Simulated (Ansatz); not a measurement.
# SnO2: the cost of one run

Method: DFT r2SCAN, scalar-relativistic, plane waves, PAW, in Ansatz 0.2.0.

1 further run of the same task is left out (set aside as unsound or not needed).

### Step 1. Starting point

It takes space group I4_1/amd (No. 141, tetragonal). The conventional cell has a = 4.013 Å, b = 4.013 Å, c = 10.696 Å, α = 90.00°, β = 90.00°, γ = 90.00°. Around Zr (site symmetry -4m2) lie 6 O at 2.07 to 2.15 Å. O (site symmetry 2mm) has 3 Zr at 2.07 to 2.15 Å as nearest neighbours.

Coordinates:

```cif
data_structure
_symmetry_space_group_name_H-M 'I4_1/amd:1'
_symmetry_Int_Tables_number 141
_cell_length_a 4.0134
_cell_length_b 4.0134
_cell_length_c 10.6960
_cell_angle_alpha 90.000
_cell_angle_beta 90.000
_cell_angle_gamma 90.000
_cell_volume 172.28
loop_
_atom_site_label
_atom_site_type_symbol
_atom_site_symmetry_multiplicity
_atom_site_Wyckoff_symbol
_atom_site_fract_x
_atom_site_fract_y
_atom_site_fract_z
_atom_site_occupancy
Zr1 Zr 4 a 0.00000 0.00000 0.00000 1
O1 O 8 e 0.50000 0.50000 0.29864 1
```

It goes back to an entry of the Materials Project, which need not be the stable form.

It is the result of an earlier relaxation at this level (volume 14.36 Å³/atom; gap on the mesh: 4.49 eV).

### Step 2. Swap Zr → Sn

The start of SnO2: fractional positions of relaxed ZrO2, cell scaled by 0.924, a guess from tabulated radii.

### Step 3. A first look at the start (SnO2)

input.yaml reads:

```yaml
crystal:
  lattice:
    - [-1.8539208298, 1.8539208298, 4.9408330902]
    - [1.8539208298, -1.8539208298, 4.9408330902]
    - [1.8539208298, 1.8539208298, -4.9408330902]
  atoms:
    - { symbol: Sn, position: [0.0, 0.0, 0.0] }
    - { symbol: Sn, position: [0.75, 0.25, 0.5] }
    - { symbol: O, position: [0.7986385814, 0.7986385814, 0.0] }
    - { symbol: O, position: [0.2013614186, 0.2013614186, 0.0] }
    - { symbol: O, position: [0.9513614186, 0.4513614186, 0.5] }
    - { symbol: O, position: [0.5486385814, 0.0486385814, 0.5] }
basis:
  ecutwfc: 500
kpoints:
  mp_grid: { grid: [6, 6, 6] }
hamiltonian:
  xc: r2scan
scf:
  occupations: { method: gaussian, width: 0.1 }
output:
  forces: true
  stress: true
  eigenvalues: true
```

Run with:

```
ansatz run input.yaml --threads 1 --pin off --max-ram 2560MiB --backend cpu --events-out ev --progress --plain --runs-dir out
```

What time and memory should one allow on 1 thread of Intel Xeon 6975P-C (Granite Rapids), shared host?

About 4.8 s, with a peak of 0.56 GiB.
